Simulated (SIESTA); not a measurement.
The system is RuS2 (Laurite).

```
Ru S
1.0
     5.61060    0.00000    0.00000
     0.00000    5.61060    0.00000
     0.00000    0.00000    5.61060
Ru S
4 8
Direct
  0.00000 0.50000 0.50000
  0.50000 0.50000 0.00000
  0.50000 0.00000 0.50000
  0.00000 0.00000 0.00000
  0.38831 0.11169 0.88831
  0.11169 0.88831 0.38831
  0.88831 0.38831 0.11169
  0.61169 0.61169 0.61169
  0.61169 0.88831 0.11169
  0.88831 0.11169 0.61169
  0.11169 0.61169 0.88831
  0.38831 0.38831 0.38831
```

```yaml
Program: SIESTA 5.4.2
Task: single point
Functional: PBE
Potentials_or_basis: PseudoDojo 0.4 standard (PBE files)
Basis: DZP (energy shift 0.003 Ry; two zetas on semicore shells)
Grid_cutoff: 800 Ry
Energy_shift: 0.003 Ry
k_mesh: 5 × 5 × 5
Occupations: fermi-dirac, width 0.05 eV
Spin: no spin polarisation
```

On this cell: pressure 6.5 GPa; largest force 0.285 eV/Å; band gap on the k mesh 0.87 eV, indirect (least direct gap 1.05 eV).

The same run follows on a disturbed copy (atoms moved at random, drawn with an rms of 0.05 Å):

```
Ru S
1.0
     5.61060    0.00000    0.00000
     0.00000    5.61060    0.00000
     0.00000    0.00000    5.61060
Ru S
4 8
Direct
  0.99900 0.49473 0.49459
  0.49580 0.49456 0.00806
  0.49802 0.99896 0.49949
  0.99859 0.00556 0.99708
  0.38365 0.10447 0.88456
  0.11491 0.89473 0.39167
  0.88725 0.38054 0.11052
  0.61836 0.61802 0.61652
  0.61542 0.87636 0.10909
  0.89220 0.10876 0.60752
  0.11793 0.60606 0.88659
  0.38667 0.38166 0.37992
```

Question: What does the disturbed cell give?

Answer: The energy moves by +18.7 meV/atom; pressure 7.1 GPa; largest force 1.599 eV/Å; band gap on the k mesh 0.63 eV, indirect (least direct gap 0.88 eV).

Forces in eV/Å, atoms in the order of the input:
```
Ru   0.492  0.468  0.423
Ru   0.923 -0.193 -1.292
Ru   0.587 -0.056 -0.165
Ru   0.209 -1.297  0.037
S    0.272  0.526  0.180
S   -0.054 -1.056 -0.786
S   -0.232  0.455  0.189
S   -0.467 -0.754 -0.284
S   -0.310  0.649  0.466
S   -0.701  0.587  0.454
S   -0.565  0.402 -0.083
S   -0.156  0.272  0.861
```

Stress tensor (GPa, compression positive):
```
 7.36 -0.35 -0.50
-0.35  7.07 -0.03
-0.50 -0.03  6.82
```

Caveats: an odd mesh through Γ misses points on the zone boundary, where band edges often lie; the basis of atomic orbitals isn't converged, which shifts pressures, moduli and gaps.
